## Question

These are band levels of rock-salt SnTe from PBE, without spin-orbit coupling. I can read the numbers but not the reasons.

1. Where is the highest filled level, and how far does it move?
2. Why are three levels equal at Γ (point 1), but only two at point 5?
3. What moves the filled p levels up and down?
4. Isn't the valence top raised by mixing with Sn 5s?
5. Is 0.921 eV the gap of SnTe?
6. What would spin-orbit coupling change, and which digits can I trust?

ABINIT 10.8.3 plane-wave DFT for rock-salt SnTe (two-atom cell, fixed geometry): PBE without spin polarisation or spin-orbit coupling, PseudoDojo NC SR PBE v0.4.1 standard potentials, 1088.46 eV cutoff, 5×5×5 k mesh, Fermi-Dirac smearing of 0.05 eV. Levels are counted from the valence top on the mesh, under 1 and over 1 being the nearest to the gap.

| point a (reciprocal cell vector) | point b (reciprocal cell vector) | point c (reciprocal cell vector) | level point (row) | level under 4 (eV) | level under 3 (eV) | level under 2 (eV) | level under 1 (eV) | level over 1 (eV) | level over 2 (eV) |
| --- | --- | --- | --- | --- | --- | --- | --- | --- | --- |
| 0.0000 | 0.0000 | 0.0000 | 1 | -4.355 | -1.802 | -1.802 | -1.802 | 3.716 | 3.716 |
| 0.4000 | 0.2000 | 0.0000 | 2 | -6.960 | -2.826 | -2.638 | -1.924 | 2.615 | 3.078 |
| -0.4000 | 0.2000 | 0.0000 | 3 | -7.664 | -3.578 | -2.103 | -1.237 | 1.708 | 1.917 |
| -0.2000 | 0.2000 | 0.0000 | 4 | -6.779 | -3.214 | -1.312 | 0.000 | 0.921 | 1.030 |
| 0.4000 | 0.4000 | 0.0000 | 5 | -6.348 | -4.368 | -3.284 | -3.284 | 2.655 | 5.030 |
| -0.4000 | 0.4000 | 0.0000 | 6 | -6.856 | -4.985 | -3.085 | -2.672 | 3.395 | 3.877 |
| -0.4000 | 0.4000 | 0.2000 | 7 | -7.155 | -4.083 | -4.000 | -0.897 | 1.494 | 4.327 |

## Answer

**1.** The highest filled level ("level under 1") is at point 4, on the line from Γ to K, and serves as the zero of energy. At point 5, on the line from Γ to X, it lies 3.28 eV lower. Among the listed points, the lowest empty level is also at point 4, so the direct gap is smallest there.

**2.** By electron count, the upper three filled levels are mainly Te 5p. At Γ the three cube directions are equivalent, so the three p levels coincide. At point 5 the electron wave runs along one cube axis. The p orbital along that axis then differs from the two across it, which leaves a pair at −3.28 eV above a single level at −4.37 eV.

**3.** Start with a single SnTe molecule. A filled Te p level and an empty Sn p level repel each other, and the stronger their coupling, the lower the filled one goes. In the molecule the bond length fixes this coupling. In the crystal it also depends on how the phase of the wave changes from atom to atom, and there the analogy ends.

Each Te p orbital meets Sn p orbitals head-on along its own axis and sideways along the other two. The sideways overlap is weaker and has the opposite sign; a rough ratio, used here, is one quarter. With φ₁ as the phase step along the orbital's axis and φ₂, φ₃ as the steps across it, the relative coupling is

h = |cos φ₁ − ¼(cos φ₂ + cos φ₃)|

The three phase steps are 180° times (b + c − a), (a − b + c) and (a + b − c), where a, b and c are the point's coordinates in the table. Each p direction has its own h: the largest belongs to the deepest p level, the smallest to the valence top. For strong coupling the filled level falls roughly in proportion to h. A straight line fitted to the deepest p level at all seven points gives

E ≈ −0.39 eV − 3.2 eV × h

with an rms error of 0.14 eV over a range of about 3 eV.

Apart from Γ, where the three p levels coincide, the valence tops took no part in this fit, so they can test it. At point 4 the phase steps are 72°, −72° and 0°. For a p orbital along the first axis, h = |0.31 − ¼(0.31 + 1)| ≈ 0.02: the head-on and sideways parts almost cancel. The line then puts the top at about −0.45 eV, against the computed zero. That is too low, and this h lies far below the fitted range of 0.5 to 1.4. A two-level repulsion flattens out at small h, so a curved form would be expected to put this top lower still; the miss probably understates what the model lacks here. The p orbital along the second axis has the same h, yet the second filled level lies 1.31 eV below the top, a split that the model misses. Still, the order of the tops is right: with this ratio, at all seven points, a smaller smallest h goes with a higher valence top. The empty levels follow less well: Γ has a middling h, yet its lowest empty level is the highest of the seven. The output below gives the couplings point by point.

**4.** In part. At Γ, the Sn atoms on opposite sides of a Te p orbital face lobes of opposite sign, so their s contributions cancel. The same holds for the upper pair at point 5. Yet these two tops differ by 1.48 eV, so a large shift needs no s mixing.

The line places these two tops about 0.2 eV too low, but the other five about 0.5 eV too low on average. At those five, symmetry lets Sn 5s mix with some of the p levels, and Sn 5s, lying below, would push such levels upwards. Coupling between different p directions on neighbouring Te atoms is allowed at the same points, and either effect could split the two upper levels at point 4. The table alone can't tell how much of the extra lift is due to Sn 5s.

**5.** No. The gap of SnTe is known to lie at or close to L, (0.5, 0, 0), where the band order is inverted, and a Γ-centred mesh with five divisions steps over that point. At L every phase step is 90° in size, so h vanishes for all three p directions and this repulsion no longer holds filled and empty levels apart. A Γ-centred mesh with an even number of divisions includes L. Comparing 0.921 eV with a measured gap would test the choice of mesh before it tested PBE.

On this mesh itself, 0.921 eV is the smallest gap the run reports, although the table lists only seven of its ten distinct points. The gaps at the other three aren't given, but at least one of these points must have an empty level nearly as low as the one at point 4. At the seven points, thermal holes outnumber electrons by about 27 to 15 per million cells. The cell is neutral, so the missing electrons must sit in low empty states at one or more of the unlisted points. The likeliest place is (0.4, 0, 0), the mesh point nearest L; the count doesn't show that the other two have low empty levels or small gaps.

**6.** Spin-orbit coupling would split the threefold level at Γ into a pair and a single level, by very roughly 1 eV for Te 5p. The shifts of several eV between points would survive this. The 0.11 eV between the two empty levels at point 4 might not, and the thousandths describe this run, with its ordinary working mesh and cutoff and its static lattice, rather than the crystal. At L the gap is small enough for spin-orbit coupling to matter greatly, so a usable value needs both that point and that coupling. A gap that small is also expected to shift with the cell size, and this cell is under 2.3 GPa in PBE.

Printed output of the fit:

```
fit of level_under_3 on 7 rows: constant -0.3877 +/- 0.21, coefficient of hbig -3.222 +/- 0.21; rms 0.141, worst 0.4 -0.237, leave-one-out rms 0.226
fit of level_under_4 on 7 rows: constant -6.576 +/- 0.042, coefficient of ssmix 0.2488 +/- 0.0066, coefficient of spmix -0.4996 +/- 0.026; rms 0.0312, worst -0.2 -0.0496, leave-one-out rms 0.11
Couplings and gaps by point:
   row  point  distance to L in 2pi/a  smallest p-p coupling  largest p-p coupling  s-p mixing factor  direct gap eV  top predicted less computed eV
   0.0      1                   0.866                    0.5                   0.5                  0          5.518                         -0.1967
   0.4      2                  0.4359                  0.684                0.7135              1.595          4.539                         -0.6675
  -0.4      3                  0.3317                  0.434                0.9635              2.155          2.945                         -0.5491
  -0.2      4                  0.5196                0.01824                0.8455              1.809          0.921                         -0.4465
   0.4      5                  0.7681                 0.9523                 1.309             0.3455          5.939                         -0.1718
  -0.4      6                  0.6557                 0.8568                 1.405              0.691          6.067                         -0.4761
  -0.4      7                  0.5916                 0.2613                 1.136               1.25          2.391                         -0.3325
Spread of the highest filled level over the listed points, eV: 3.284
Highest filled level, Gamma less point 5, eV: 1.482
Point 4, highest less second filled level, eV: 1.312
Lowest listed level, Gamma less mean of the other points, eV: 2.605
Correlation of highest filled level with smallest p-p coupling: -0.9864
Correlation of highest filled level with sigma coupling alone: -0.6734
Correlation of highest filled level with s-p mixing factor: 0.6462
Mean miss of the top at Gamma and point 5, eV: -0.1842
Mean miss of the top at the other five points, eV: -0.4943
Thermal holes at listed points, per million cells: 26.54
Thermal electrons at listed points, per million cells: 15.47
Level of one empty band at (0.4, 0, 0) that would restore the balance, eV: 0.9121
```
